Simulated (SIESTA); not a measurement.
Here is a SIESTA 5.4.2 calculation.

File HfO2.fdf:

```
SystemName                      HfO2
SystemLabel                     HfO2
NumberOfSpecies                 2
NumberOfAtoms                   3
%block ChemicalSpeciesLabel
  1  72 Hf
  2   8 O
%endblock ChemicalSpeciesLabel

LatticeConstant                 3.6168511900 Ang
%block LatticeParameters
  1.0000000000 1.0000000000 1.0000000000 59.9999999999 60.0000000003 59.9999999996
%endblock LatticeParameters
AtomicCoordinatesFormat         Fractional
%block AtomicCoordinatesAndAtomicSpecies
     0.0000000000     0.0000000000     0.0000000000  1  Hf
     0.7500000000     0.7500000000     0.7500000000  2  O
     0.2500000000     0.2500000000     0.2500000000  2  O
%endblock AtomicCoordinatesAndAtomicSpecies

%block kgrid.MonkhorstPack
    9   0   0  0.0
    0   9   0  0.0
    0   0   9  0.0
%endblock kgrid.MonkhorstPack
XC.Functional                   VDW
XC.Authors                      VV
PAO.BasisSize                   DZP
PAO.EnergyShift                 0.003 Ry
Mesh.Cutoff                     800 Ry
OccupationFunction              FD
ElectronicTemperature           0.05 eV
MaxSCFIterations                120
SCF.MustConverge                false
SCF.Mixer.Method                Pulay
SCF.Mixer.Weight                0.25
SCF.Mixer.History               8
SCF.DM.Tolerance                5.0e-05
SCF.H.Tolerance                 1.0e-03 eV
WriteForces                     true
Charge.Mulliken                 end
%block PAO.Basis
  Hf 5
  n=5 0 2
    3.241 0.000
  n=6 0 2
    8.114 0.000
  n=5 1 2
    3.929 0.000
  n=6 1 1
    8.114
  n=5 2 2
    7.858 0.000
%endblock PAO.Basis
```

Potentials or basis: PseudoDojo 0.4 standard (PBE files), DZP (energy shift 0.003 Ry; two zetas on semicore shells).

Run with:

```bash
$ siesta < HfO2.fdf > HfO2.out 2>&1
```

Q: What does it give for the band gap on the k mesh?

A: 3.63 eV, indirect (least direct gap 3.74 eV).

Q: Estimate the pressure.

A: 2.5 GPa.

Caveat: short orbitals over semicore shells can move pressures by several GPa; the non-local part is tabulated coarsely and may be off by about a percent; the potentials were made for another functional, which shifts forces and pressure; spin-orbit coupling is left out, which moves the levels of the heavy elements; an odd mesh through Γ misses points on the zone boundary, where band edges often lie; the basis of atomic orbitals isn't converged, which shifts pressures, moduli and gaps.
